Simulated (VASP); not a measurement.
Input of a VASP 6.6.1 run:

Contents of INCAR:

```
SYSTEM = P
AGGAC    = 0.0          
ALGO     = Normal         ! electronic algorithm
EDIFF    = 1E-6           ! SCF threshold, eV
ENCUT    = 520            ! plane-wave cutoff, eV
GGA      = RE             ! functional
ISIF     = 2              ! what is computed and relaxed
ISMEAR   = -1             ! smearing method
LASPH    = .TRUE.         ! aspherical terms in the spheres
LCHARG   = .TRUE.         ! write CHGCAR
LELF     = .TRUE.         ! ELF
LREAL    = .FALSE.        ! projectors in reciprocal space
LUSE_VDW = .TRUE.       
LWAVE    = .FALSE.        ! write WAVECAR
NELM     = 80             ! most SCF steps
PREC     = Accurate       ! precision mode
SIGMA    = 0.1            ! smearing width, eV
```

The input KPOINTS:

```
k-points
0
G
  4 4 5
  0 0 0
```

File POSCAR:

```
P
1.0
    4.7373520000     -4.3097240000     -0.0848950000
    4.7995410000      4.3796710000     -0.0422650000
   -0.0969220000      0.0275400000      5.5840890000
P
8
Direct
    0.7744872900      0.5203388600      0.2534856300
    0.4796611400      0.2255127100      0.7465143700
    0.2255127100      0.4796611400      0.7465143700
    0.5203388600      0.7744872900      0.2534856300
    0.2850231800      0.2850231800      0.4280157100
    0.7149768200      0.7149768200      0.5719842900
    0.1567541300      0.1567541300      0.7489777000
    0.8432458700      0.8432458700      0.2510223000
```

Potentials or basis: VASP PAW PBE potentials, release 64 (P).

Command:

```bash
$ cat potpaw_PBE.64/P/POTCAR > POTCAR
$ mpirun -np 1 vasp_std > vasp.out
```

**Question.** What does it give for the largest force?

**Answer.** 1.378 eV/Å.

**Question.** Estimate the pressure.

**Answer.** 3.1 GPa.

**Question.** Predict the band gap on the k mesh.

**Answer.** 3.00 eV, indirect (least direct gap 3.36 eV).

Stress tensor (GPa, compression positive):
```
 3.89 -0.66  0.71
-0.66  2.37 -0.49
 0.71 -0.49  3.13
```

Caveat: the PAW data sets were made with another functional, which shifts forces and pressure a little; an odd mesh through Γ misses points on the zone boundary, where band edges often lie.
